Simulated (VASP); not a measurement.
# Ir (Fm-3m) in VASP: notebook, part 2 of 2

VASP 6.6.1. Earlier steps stand in the parts before.

## 5. Band structure, PBE, spin-orbit coupling, no magnetisation

Contents of INCAR:

```
PREC = Accurate ; ENCUT = 520
EDIFF = 1E-7 ; ISMEAR = 1
SIGMA = 0.1 ; LREAL = False
LASPH = True ; NELM = 80
ALGO = Fast ; ISIF = 2
LWAVE = False ; LCHARG = False
LNONCOLLINEAR = True ; MAGMOM = 0 0 0
LORBIT = 11 ; LSORBIT = True
GGA_COMPAT = False ; LMAXMIX = 4
GGA = PE
```

Contents of KPOINTS:

```
Automatic mesh
0
Gamma
  10 10 10
```

Contents of POSCAR:

```
Ir                                      
1.0
    0.0000000000      1.9172882864      1.9172882864
    1.9172882864      0.0000000000      1.9172882864
    1.9172882864      1.9172882864      0.0000000000
  Ir            
     1
Direct
     0.0000000000000000    0.0000000000000000    0.0000000000000000
```

KPOINTS_OPT is that of step 4.

Potentials or basis: VASP PAW PBE potentials, release 64 (Ir).

Run with:

```bash
$ cat potpaw_PBE.64/Ir/POTCAR > POTCAR
$ mpirun -np 1 vasp_ncl > vasp.out
```

OUTCAR:

```text
PREC = Accurate
   ENCUT = 520
   EDIFF = 1E-7
   ISMEAR = 1
   LREAL = False
   LASPH = True
   NELM = 80
   ISIF = 2
   LNONCOLLINEAR = True
   LORBIT = 11
   LSORBIT = True
   GGA = PE

 ion  position               nearest neighbor table
   1  0.000  0.000  0.000-

  LATTYP: Found a face centered cubic cell.
 ALAT       =     3.8345765728

  Lattice vectors:

 A1 = (   0.0000000000,   1.9172882864,   1.9172882864)
 A2 = (   1.9172882864,   0.0000000000,   1.9172882864)
 A3 = (   1.9172882864,   1.9172882864,   0.0000000000)

Analysis of symmetry for initial positions (statically):
=====================================================================
 Subroutine PRICEL returns:
 Original cell was already a primitive cell.

 Routine SETGRP: Setting up the symmetry group for a
 face centered cubic supercell.

 Subroutine GETGRP returns: Found 48 space group operations
 (whereof 48 operations were pure point group operations)
[... 656 lines left out ...]
 VOLUME and BASIS-vectors are now :
 -----------------------------------------------------------------------------
  energy-cutoff  :      520.00
  volume of cell :       14.10
      direct lattice vectors                 reciprocal lattice vectors
     0.000000000  1.917288286  1.917288286    -0.260784987  0.260784987  0.260784987
     1.917288286  0.000000000  1.917288286     0.260784987 -0.260784987  0.260784987
     1.917288286  1.917288286  0.000000000     0.260784987  0.260784987 -0.260784987

 POSITION                                       TOTAL-FORCE (eV/Angst)
 -----------------------------------------------------------------------------------
      0.00000      0.00000      0.00000        -0.000000     -0.000000      0.000000
 -----------------------------------------------------------------------------------
    total drift:                                0.000000     -0.000000      0.000000

  FREE ENERGIE OF THE ION-ELECTRON SYSTEM (eV)
  ---------------------------------------------------
  free  energy   TOTEN  =        -9.2127840378 eV

  energy  without entropy=       -9.2120573782  energy(sigma->0) =       -9.21254182

 Spin-Orbit-Coupling matrix elements

 Ion:    1  E_soc:     -0.7497410
 l=   1
     0.0000000    -0.0390609    -0.0390609
    -0.0390609     0.0000000    -0.0390609
    -0.0390609    -0.0390609     0.0000000
 l=   2
     0.0000000    -0.0164578     0.0000000    -0.0164578    -0.0694381
    -0.0164578     0.0000000    -0.0520786    -0.0164578    -0.0173595
     0.0000000    -0.0520786     0.0000000    -0.0520786     0.0000000
    -0.0164578    -0.0164578    -0.0520786     0.0000000    -0.0173595
    -0.0694381    -0.0173595     0.0000000    -0.0173595     0.0000000
 l=   3
     0.0000000     0.0000000     0.0000000     0.0000000     0.0000000     0.0000000     0.0000000
     0.0000000     0.0000000     0.0000000     0.0000000     0.0000000     0.0000000     0.0000000
     0.0000000     0.0000000     0.0000000     0.0000000     0.0000000     0.0000000     0.0000000
     0.0000000     0.0000000     0.0000000     0.0000000     0.0000000     0.0000000     0.0000000
     0.0000000     0.0000000     0.0000000     0.0000000     0.0000000     0.0000000     0.0000000
     0.0000000     0.0000000     0.0000000     0.0000000     0.0000000     0.0000000     0.0000000
     0.0000000     0.0000000     0.0000000     0.0000000     0.0000000     0.0000000     0.0000000

 total charge

# of ion       s       p       d       tot
------------------------------------------
    1        0.676   0.758   6.983   8.418

 magnetization (x)

# of ion       s       p       d       tot
------------------------------------------
    1       -0.000  -0.000  -0.000  -0.000

 magnetization (y)

# of ion       s       p       d       tot
------------------------------------------
    1       -0.000  -0.000  -0.000  -0.000

 magnetization (z)

# of ion       s       p       d       tot
------------------------------------------
    1       -0.000   0.000   0.000  -0.000
```

Run time: 44 s. Hardware: 1 thread of Intel Xeon 6975P-C (Granite Rapids), shared host; peak memory 0.18 GiB.

What came out:

| Item | Value |
| --- | --- |
| Free energy | -9.2128 eV |
| Pressure | 12.0 GPa |
| Valence electrons inside the program's atomic spheres | Ir 8.42 |

## 6. Density of states, PBE

POSCAR is that of step 5.

Contents of INCAR.step1:

```
SYSTEM = Ir
PREC = Accurate
ENCUT = 520
EDIFF = 1E-7
ISMEAR = 1
SIGMA = 0.1
LREAL = .FALSE.
LASPH = .TRUE.
NELM = 80
ALGO = Fast
ISIF = 2
LWAVE = .FALSE.
LCHARG = .TRUE.
LMAXMIX = 4
GGA = PE
NBANDS = 10
```

Contents of KPOINTS.step1:

```
Automatic mesh
0
G
  16 16 16
  0 0 0
```

Contents of INCAR.step2:

```
SYSTEM = Ir
PREC = Accurate
ENCUT = 520
EDIFF = 1E-7
ISMEAR = -5
SIGMA = 0.1
LREAL = .FALSE.
LASPH = .TRUE.
NELM = 80
ALGO = Fast
ISIF = 2
LWAVE = .FALSE.
LCHARG = .FALSE.
LMAXMIX = 4
GGA = PE
LORBIT = 11
NBANDS = 10
NEDOS = 1001
ICHARG = 11
```

Contents of KPOINTS.step2:

```
Automatic mesh
0
G
  24 24 24
  0 0 0
```

Potentials or basis: VASP PAW PBE potentials, release 64 (Ir).

Run with:

```bash
$ cat potpaw_PBE.64/Ir/POTCAR > POTCAR
$ cp INCAR.step1 INCAR
$ cp KPOINTS.step1 KPOINTS
$ mpirun -np 1 vasp_std > vasp.out
$ cp INCAR.step2 INCAR
$ cp KPOINTS.step2 KPOINTS
$ mpirun -np 1 vasp_std > vasp.out
```

Wall time 31 s (1 thread of Intel Xeon 6975P-C (Granite Rapids), shared host); peak memory 0.17 GiB.

Results (log left out):

```
Valence electrons inside the program's atomic spheres : Ir 8.41
```

Levels at points of the mesh, in eV from the Fermi level:
| k point | band 1 | band 2 | band 3 | band 4 | band 5 | band 6 | band 7 | band 8 | band 9 |
| --- | --- | --- | --- | --- | --- | --- | --- | --- | --- |
| (0.00, 0.00, 0.00) | -11.16 | -3.90 | -3.90 | -3.90 | -1.19 | -1.19 | 14.32 | 19.93 | 19.93 |
| (0.50, 0.00, 0.00) | -8.13 | -4.00 | -4.00 | -0.77 | 0.92 | 0.92 | 7.31 | 13.86 | 19.83 |
| (0.50, 0.50, 0.00) | -7.95 | -7.37 | 0.88 | 1.50 | 1.50 | 1.70 | 10.57 | 11.73 | 11.73 |

States per cell in windows of 0.5 eV (zero at the Fermi level; states under -8 eV left out):
```tsv
from (eV)	total	Ir1_d	Ir1_p	Ir1_s
-8.0	0.32	0.16	0.02	0.10
-7.5	0.57	0.36	0.04	0.12
-7.0	0.58	0.43	0.03	0.07
-6.5	0.52	0.41	0.04	0.04
-6.0	0.44	0.36	0.04	0.01
-5.5	0.52	0.42	0.05	0.01
-5.0	0.61	0.50	0.06	0.01
-4.5	0.64	0.52	0.07	0.02
-4.0	0.79	0.64	0.08	0.02
-3.5	0.75	0.63	0.06	0.02
-3.0	0.49	0.39	0.05	0.01
-2.5	0.46	0.38	0.04	0.01
-2.0	0.64	0.55	0.04	0.01
-1.5	0.46	0.40	0.03	0.01
-1.0	0.42	0.37	0.02	0.00
-0.5	0.45	0.41	0.02	0.00
0.0	0.50	0.47	0.02	0.00
0.5	0.78	0.73	0.02	0.01
1.0	0.38	0.35	0.01	0.01
1.5	0.13	0.10	0.02	0.01
2.0	0.14	0.10	0.03	0.01
2.5	0.13	0.08	0.03	0.01
3.0	0.13	0.08	0.03	0.01
3.5	0.14	0.08	0.04	0.02
4.0	0.13	0.06	0.04	0.02
4.5	0.12	0.05	0.04	0.02
5.0	0.12	0.05	0.04	0.02
5.5	0.10	0.04	0.03	0.02
6.0	0.10	0.03	0.03	0.03
6.5	0.11	0.04	0.02	0.04
7.0	0.19	0.06	0.03	0.07
7.5	0.17	0.05	0.05	0.06
```

Caveat: tetrahedron occupations give inexact forces and stress in metals.

## 7. The runs side by side

| task | level | potentials or basis | spin | k mesh | further INCAR settings | k mesh for the DOS | occupations for the DOS | pressure (GPa) |
| --- | --- | --- | --- | --- | --- | --- | --- | --- |
| band structure | PBE | VASP PAW PBE potentials, release 64 (Ir) | off | 16 × 16 × 16 | ALGO = Fast; EDIFF = 1e-07 | - | - | 11.3 |
| band structure | LDA | VASP PAW LDA potentials, release 64 (Ir) | off | 16 × 16 × 16 | ALGO = Fast; EDIFF = 1e-07 | - | - | -4.8 |
| band structure | r2SCAN | VASP PAW PBE potentials, release 64 (Ir) | off | 16 × 16 × 16 | ALGO = Normal; EDIFF = 1e-07 | - | - | 5.7 |
| band structure | PBE | VASP PAW PBE potentials, release 64 (Ir) | SOC, no magnetisation | 10 × 10 × 10 | ALGO = Fast; EDIFF = 1e-07 | - | - | 12.0 |
| density of states | PBE | VASP PAW PBE potentials, release 64 (Ir) | off | 16 × 16 × 16 | ALGO = Fast; EDIFF = 1e-07; NBANDS = 10 | 24 × 24 × 24 | tetrahedron | - |

Alike in all rows: cell as given; cutoff (eV) 520; smearing methfessel-paxton 0.1 eV.

Caveats: spin-orbit coupling is left out, which moves the levels of the heavy elements (some runs); the PAW data sets were made with another functional, which shifts forces and pressure a little (some runs); tetrahedron occupations give inexact forces and stress in metals (some runs).

Total energies depend on the potentials used, so only differences within one code and one set of settings carry meaning.
